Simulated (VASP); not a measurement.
MgO2, 12 atoms in the cell. It takes space group Pa-3 (No. 205, cubic). Conventional cell: a = 4.829 Å, b = 4.829 Å, c = 4.829 Å, α = 90.00°, β = 90.00°, γ = 90.00°. Mg (site symmetry -3) is surrounded by 6 O at 2.07 Å. O (site symmetry 3) has 1 O at 1.50 Å as nearest neighbours. The cell is a database's computed one.

- Program: VASP 6.6.1
- Task: relaxation of cell and atoms
- Functional: PBEsol
- Potentials or basis: VASP PAW PBE potentials, release 64 (Mg, O)
- Cutoff: 600 eV
- k mesh: 6 × 6 × 6
- Occupations: fermi-dirac, width 0.05 eV
- Spin: no spin polarisation
- Further INCAR settings: ALGO = Normal; EDIFF = 1e-06; IBRION = 2; EDIFFG = -0.005; NSW = 60; ISIF = 3

Potentials or basis: VASP PAW PBE potentials, release 64 (Mg, O).

Launch:

```bash
$ cat potpaw_PBE.64/Mg/POTCAR potpaw_PBE.64/O/POTCAR > POTCAR
$ mpirun -np 1 vasp_std > vasp.out
```

Hardware: 1 thread of Intel(R) Xeon(R) 6975P-C (Granite Rapids), with other jobs on the host.

**Question.** Estimate the wall time of this run.

**Answer.** Wall time 2.7 min on 1 thread of Intel(R) Xeon(R) 6975P-C (Granite Rapids), on a shared host, peak memory 0.28 GiB. Counts: scf iterations 32, k points 24, ion steps 4.
